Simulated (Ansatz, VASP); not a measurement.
One calculation of Be, two programs

```
Be
1.0
     2.22210    0.00000    0.00000
     0.00000    2.22234    0.00000
     0.00000    0.00000    3.18610
Be
2
Direct
  0.00000 0.50000 0.74999
  0.50000 0.00000 0.25001
```

Alike in both runs: functional PBE; k mesh 8 × 8 × 6; occupations gaussian, width 0.1 eV; no spin polarisation.

Ansatz relaxed the structure, and its values are those at the end. VASP's run is a single point on that final structure, the one shown.

|  | VASP | Ansatz |
| --- | --- | --- |
| version | VASP 6.6.1 | Ansatz 0.2.0 |
| potentials or method | VASP PAW PBE potentials, release 64 (Be) | scalar-relativistic, plane waves, PAW |
| plane-wave cutoff (eV) | 520 | 420 |
| valence electrons in the cell | 4 | 4 |

Ansatz gave:

| Quantity | Value |
| --- | --- |
| gap on the k mesh at the Fermi level (eV) | none |
| pressure (GPa) | 0.0 |

Q: Which values does VASP return?

A: gap on the k mesh at the Fermi level (eV): none; pressure (GPa): 0.1.

A gap of «none» marks a metal or a gap that the smearing closes.
